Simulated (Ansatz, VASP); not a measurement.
## Sn3H4 (Sn wire along [100], 9 atoms a period, H-terminated): VASP beside Ansatz

Wanted: the spread between two codes on one cell, functional and k mesh. The structure shown is the start of the Ansatz relaxation below; VASP solves that cell, so the two are compared at the walk's first step.

Program: Ansatz 0.2.0. Level of theory: plane waves, with VASP 6.6.1 beside it; single point at PBE. Results are calculated unless marked as measured.

### 1. The starting structure

The cell holds 21 atoms: 9 Sn and 12 H. Its edges and angles: a = 15.471 Å, b = 15.471 Å, c = 6.650 Å, α = 90.0°, β = 90.0°, γ = 90.0°. Vacuum lies along a and b. The structure's axis is c.

### 2. Ansatz: relaxation, PBE

Ansatz runs on its PAW soft_1 files.

The two programs are compared at the cell with which this relaxation starts, whose forces are those of its first step.

The input, input.yaml:

```yaml
crystal:
  lattice:
    - [15.471, 0.0, 0.0]
    - [0.0, 15.471, 0.0]
    - [0.0, 0.0, 6.65]
  atoms:
    - { symbol: Sn, position: [0.392532026, 0.392532026, 0.0] }
    - { symbol: Sn, position: [0.60745026, 0.60745026, 0.0] }
    - { symbol: H, position: [0.327225131, 0.327225131, 0.151934281] }
    - { symbol: H, position: [0.672757155, 0.672757155, 0.151934281] }
    - { symbol: Sn, position: [0.499991143, 0.499991143, 0.25] }
    - { symbol: H, position: [0.327225131, 0.672757155, 0.348065719] }
    - { symbol: H, position: [0.672757155, 0.327225131, 0.348065719] }
    - { symbol: Sn, position: [0.392532026, 0.60745026, 0.5] }
    - { symbol: Sn, position: [0.60745026, 0.392532026, 0.5] }
    - { symbol: H, position: [0.219766014, 0.434684248, 0.598065719] }
    - { symbol: H, position: [0.434684248, 0.219766014, 0.598065719] }
    - { symbol: H, position: [0.565298038, 0.780216272, 0.598065719] }
    - { symbol: H, position: [0.780216272, 0.565298038, 0.598065719] }
    - { symbol: Sn, position: [0.285072909, 0.499991143, 0.75] }
    - { symbol: Sn, position: [0.499991143, 0.285072909, 0.75] }
    - { symbol: Sn, position: [0.499991143, 0.714909377, 0.75] }
    - { symbol: Sn, position: [0.714909377, 0.499991143, 0.75] }
    - { symbol: H, position: [0.219766014, 0.565298038, 0.901934281] }
    - { symbol: H, position: [0.434684248, 0.780216272, 0.901934281] }
    - { symbol: H, position: [0.565298038, 0.219766014, 0.901934281] }
    - { symbol: H, position: [0.780216272, 0.434684248, 0.901934281] }
kpoints:
  mp_grid: { grid: [1, 1, 13] }
scf:
  occupations: { method: fermi_dirac, width: 0.05 }
hamiltonian:
  xc: pbe
  pseudopotentials: { kind: paw, azcp: { folder: soft_1 } }
relax:
  cell: { fix: [a, b, alpha, beta, gamma] }
  max_steps: 45
  f_tol: 0.03
```

Command:

```console
$ ansatz run input.yaml --threads 4 --pin off --max-ram 16384MiB --backend cpu --events-out ev --progress --plain --runs-dir out
```

Numbers of over 12 decimals in the logs are rounded to 6 here.

Log:

```text
Engine: ansatz 0.2.0, aarch64-unknown-linux-gnu
Pseudopotentials: kind: paw
Pseudopotential: Sn, paw, valence charge 14, recommended cutoff 420 eV (normal), soft_1/Sn.paw.azcp
Pseudopotential: H, paw, valence charge 1, recommended cutoff 420 eV (normal), soft_1/H.paw.azcp
Functional definition: PBE
  parameter kappa = 0.804
  parameter beta = 0.066725
  exchange = pbe_x(kappa = kappa, mu = beta*pi^2/3)
  correlation = pbe_c(beta = beta)
Crystal: 21 atoms, lattice volume = 1591.690 Å³
Basis set: ecut = 420 eV, 31067 PW (Γ), exchange–correlation on 216×216×90 points (8 copies of the dense FFT grid, shifted against one another)
Bands: 90, of which v1, the nominal top of the filled ones, is band 69 counted from 1 (68 counted from 0)
Symmetry: 8 space group operations
Space group: P-42m (ITA 111), of the structure as read, at distance tolerance 1.2e-4 Å
k-points: 7 of 13
Non-local potential: Sn, projectors of the file, l = 0: 2, l = 1: 2, l = 2: 2, l = 3: 1
Non-local potential: H, projectors of the file, l = 0: 2, l = 1: 1
PAW form: soft (Blöchl's): semilocal exchange-correlation on the pseudo side does not see the compensation charge
PAW one-centre angular grid: Sn, 590 points (default); XC on 64 Gauss nodes
PAW one-centre angular grid: H, 110 points (default); XC on 64 Gauss nodes
Initial density: superposition of atomic densities (neutral atoms: chi_scale 0, normalization atom)
Initial wavefunctions: pseudopotential atomic-orbital guess
Functional: x = pbe(κ = 0.804, μ = 0.219515), c = pbe(β = 0.066725)
SCF iter   1: F=—  HF=-54407.217614 eV  |F-HF|=—  |Δ(HF+E_count)|=         —  Δρ=2.59e-2  dr2=1.09e1  ethr=3.10e-3  ⟨swp⟩=8.0  Hψ=3114  notcnv=0  defer=7
preconditioner: auto → Resta (q_TF=auto, 1.815 Å⁻¹)  ε∞=1.6  [insulator: Δε(μ)=2.448 eV  Ē_g=8.205 eV  σ=0.050 eV  W_gap=1.00  n_scr=150 (ndim 8)  ℏωp=6.4 eV  f_vac=0.628  D(μ)=0.00/eV (n_scr^D=0)  ε∞_Penn≈1.6  vacuum switching on, ρ_ref=4.9e-3 e/Å³]
SCF iter   2: F=—  HF=-54404.401914 eV  |F-HF|=—  |Δ(HF+E_count)|=    2.82e0  Δρ=9.08e-3  dr2=1.79e0  ethr=3.10e-3  ⟨swp⟩=4.0  Hψ=1003  notcnv=0  defer=95
SCF iter   3: F=—  HF=-54404.016937 eV  |F-HF|=—  |Δ(HF+E_count)|=   3.85e-1  Δρ=3.16e-3  dr2=4.10e-1  ethr=1.30e-3  ⟨swp⟩=4.0  Hψ=895  notcnv=0  defer=95
SCF iter   4: F=—  HF=-54403.936849 eV  |F-HF|=—  |Δ(HF+E_count)|=   8.01e-2  Δρ=9.00e-4  dr2=1.62e-2  ethr=2.97e-4  ⟨swp⟩=3.9  Hψ=994  notcnv=0  defer=96
SCF iter   5: F=—  HF=-54403.938773 eV  |F-HF|=—  |Δ(HF+E_count)|=   1.92e-3  Δρ=3.29e-4  dr2=1.53e-3  ethr=1.17e-5  ⟨swp⟩=2.4  Hψ=937  notcnv=0  defer=96
SCF iter   6: F=—  HF=-54403.939606 eV  |F-HF|=—  |Δ(HF+E_count)|=   8.33e-4  Δρ=9.09e-5  dr2=1.34e-4  ethr=1.11e-6  ⟨swp⟩=2.0  Hψ=702  notcnv=0  defer=96
SCF iter   7: F=—  HF=-54403.939739 eV  |F-HF|=—  |Δ(HF+E_count)|=   1.33e-4  Δρ=1.47e-5  dr2=3.61e-6  ethr=9.75e-8  ⟨swp⟩=2.0  Hψ=702  notcnv=0  defer=96
SCF iter   8: F=—  HF=-54403.939869 eV  |F-HF|=—  |Δ(HF+E_count)|=   1.30e-4  Δρ=4.02e-6  dr2=3.06e-7  ethr=2.62e-9  ⟨swp⟩=2.0  Hψ=1057  notcnv=0  defer=96
SCF iter   9: F=-54403.939870 eV  HF=-54403.939870 eV  |F-HF|=6.73e-9  |Δ(HF+E_count)|=   7.15e-7  Δρ=1.07e-6  dr2=2.65e-8  ethr=7.25e-11  ⟨swp⟩=5.4  Hψ=2025  notcnv=0
SCF 1 converged in 9 iterations: F = -54403.939870 eV  dr2 = 2.65e-8
  greatest PAW one-centre occupation: 0.991 electrons in one spin orbital (limit 2), on the Sn atom at site 16 (counted from 0), in its partial waves of l = 2
relax step   1: F+E_penalty+E_count = -54403.93986995 eV  Δ(F+E_penalty+E_count) = +0.000e0 eV  max|allowed force component| = 1.820e-1 eV/Å  Δτ_max = 0.0000 Å  P = -0.409 GPa  Ω = 1591.690 Å³  fix = [a, b, alpha, beta, gamma]  reactions: a -0.413, b -0.413 GPa  (9 SCF iters, dr2 threshold 1.00e-7 eV, accepted)
[...]
relax step   4: F+E_penalty+E_count = -54404.04298954 eV  Δ(F+E_penalty+E_count) = -2.516e-3 eV  max|allowed force component| = 3.973e-2 eV/Å  Δτ_max = 0.0267 Å  P = -0.006 GPa  Ω = 1581.946 Å³  energy of the carried Pulay correction = +7.716e-4 eV  fix = [a, b, alpha, beta, gamma]  reactions: a -0.010, b -0.010 GPa  (6 SCF iters, dr2 threshold 3.11e-7 eV, accepted)
[...]
relax step   5: F+E_penalty+E_count = -54404.04607163 eV  Δ(F+E_penalty+E_count) = -3.082e-3 eV  max|allowed force component| = 3.556e-3 eV/Å  Δτ_max = 0.0159 Å  P = -0.003 GPa  Ω = 1580.650 Å³  energy of the carried Pulay correction = +8.747e-4 eV  fix = [a, b, alpha, beta, gamma]  reactions: a -0.004, b -0.004 GPa  (6 SCF iters, dr2 threshold 9.87e-8 eV, accepted)
[...]
relax step   6: F+E_penalty+E_count = -54404.04520087 eV  Δ(F+E_penalty+E_count) = +8.708e-4 eV  max|allowed force component| = 3.540e-3 eV/Å  Δτ_max = 0.0000 Å  P = -0.004 GPa  Ω = 1580.650 Å³  fix = [a, b, alpha, beta, gamma]  reactions: a -0.004, b -0.004 GPa  stress off target by 1.80e-3 GPa on what of the cell is left free  SCF on the basis re-selected at this cell (its energy is not comparable with the rows above)  (5 SCF iters)
basis re-selected at this cell: Δ(F+E_penalty+E_count) = +8.708e-4 eV, ΔP = -0.000 GPa vs the last step (what re-selecting the basis moved, of the pressure what is left beyond the Pulay correction that the steps carried, after the strain that the cell walked since its last selection, with what the two solves' SCF thresholds leave and, on support functions, any second-order correction that the steps lacked; it is no m [...]
SCF converged after 5 iterations
Free energy (F): -54404.045201 eV
Harris-Foulkes:  -54404.045201 eV  (|F-HF|=1.46e-11)
Internal energy: -54404.045201 eV  (E = F + TS)
E sigma→0 (E₀):  -54404.045201 eV
Fermi energy:    -1.876616 eV
--- Per-component energies (eV) ---
  E_band       = -2405.864889
  E_kinetic    = 1662.172259
  E_local      = -45618.912608  (includes V_loc(G=0)·N_el)
  E_nonlocal   = 1311.116407
  E_hartree    = 22010.376882
  E_xc         = -1226.670794
  E_vxc        = -843.421020  (∫ρ·V_xc dr)
  E_paw        = -39342.049276  (= ΣΔE_a)
  E_vpaw       = -2937.563643  (= ΣTr[D̂ρ^β])
  E_aug_tail   = -0.008046  (compensation charges beyond the density's cutoff)
  E_ewald      = 6799.929975
  E_smearing   = -0.000000  (= −TS)
  E_closure    = 0.000000  (closes the sum)
  Σ components = -54404.045201   (vs F -54404.045201, Δ=0.00e0)
--- Forces (eV/Å), atoms counted from 1 ---
  atom   1  Sn    -0.00353989    -0.00353989     0.00037018
  atom   2  Sn     0.00353989     0.00353989     0.00037018
  atom   3  H      0.00156966     0.00156966     0.00118429
  atom   4  H     -0.00156966    -0.00156966     0.00118429
  atom   5  Sn     0.00000000     0.00000000     0.00000000
  atom   6  H      0.00156966    -0.00156966    -0.00118429
  atom   7  H     -0.00156966     0.00156966    -0.00118429
  atom   8  Sn    -0.00353989     0.00353989    -0.00037018
  atom   9  Sn     0.00353989    -0.00353989    -0.00037018
  atom  10  H      0.00318919    -0.00016244    -0.00023543
  atom  11  H     -0.00016244     0.00318919    -0.00023543
  atom  12  H      0.00016244    -0.00318919    -0.00023543
  atom  13  H     -0.00318919     0.00016244    -0.00023543
  atom  14  Sn    -0.00104072     0.00000000     0.00000000
  atom  15  Sn    -0.00000000    -0.00104072     0.00000000
  atom  16  Sn    -0.00000000     0.00104072     0.00000000
  atom  17  Sn     0.00104072     0.00000000     0.00000000
  atom  18  H      0.00318919     0.00016244     0.00023543
  atom  19  H     -0.00016244    -0.00318919     0.00023543
  atom  20  H      0.00016244     0.00318919     0.00023543
  atom  21  H     -0.00318919    -0.00016244     0.00023543
  max |Σ_I F_I| component: 1.08e-19 eV/Å
--- Stress (GPa, compression-positive) ---
       -0.004452       0.000000       0.000000
        0.000000      -0.004452      -0.000000
        0.000000      -0.000000      -0.001798
  P = ⅓ Tr σ = -0.0036 GPa (-0.036 kbar)
--- Relaxed structure (5 steps of the walk, 4 accepted, 1 SCFs on fresh bases) ---
  F+E_penalty+E_count = -54404.04520087 eV   max|allowed force component| = 3.540e-3 eV/Å   (the final SCF, on the basis selected at the relaxed cell)
  cell:  # Å, volume = 1580.6496 Å³
    - [15.471, 0.0, 0.0]
    - [0.0, 15.471, 0]
    - [0.0, 0, 6.603875]
  atoms:
    - { symbol: Sn, position: [0.394866, 0.394866, -0.00282301] }
    - { symbol: Sn, position: [0.605116, 0.605116, -0.00282301] }
    - { symbol: H, position: [0.330204, 0.330204, 0.150128] }
    - { symbol: H, position: [0.669778, 0.669778, 0.150128] }
    - { symbol: Sn, position: [0.499991, 0.499991, 0.25] }
    - { symbol: H, position: [0.330204, 0.669778, 0.349872] }
    - { symbol: H, position: [0.669778, 0.330204, 0.349872] }
    - { symbol: Sn, position: [0.394866, 0.605116, 0.502823] }
    - { symbol: Sn, position: [0.605116, 0.394866, 0.502823] }
    - { symbol: H, position: [0.222305, 0.436334, 0.601230] }
    - { symbol: H, position: [0.436334, 0.222305, 0.601230] }
    - { symbol: H, position: [0.563649, 0.777677, 0.601230] }
    - { symbol: H, position: [0.777677, 0.563649, 0.601230] }
    - { symbol: Sn, position: [0.288968, 0.499991, 0.75] }
    - { symbol: Sn, position: [0.499991, 0.288968, 0.75] }
    - { symbol: Sn, position: [0.499991, 0.711015, 0.75] }
    - { symbol: Sn, position: [0.711015, 0.499991, 0.75] }
    - { symbol: H, position: [0.222305, 0.563649, 0.898770] }
    - { symbol: H, position: [0.436334, 0.777677, 0.898770] }
    - { symbol: H, position: [0.563649, 0.222305, 0.898770] }
    - { symbol: H, position: [0.777677, 0.436334, 0.898770] }
```

(Part 1 of 2 ends here.)

[Lines on the potential files, build, host, timing and source positions are cut from VASP's logs without a mark.]

[Logs are printed without paths, hosts, clocks, repeated set-up lines and the standing remarks that a program may print on its own settings, such as how far it seeks lower states.]

[Hosts, paths, dates, database ids (printed as entryN), source tags and the programs' standing remarks are cut or masked in the printed files.]
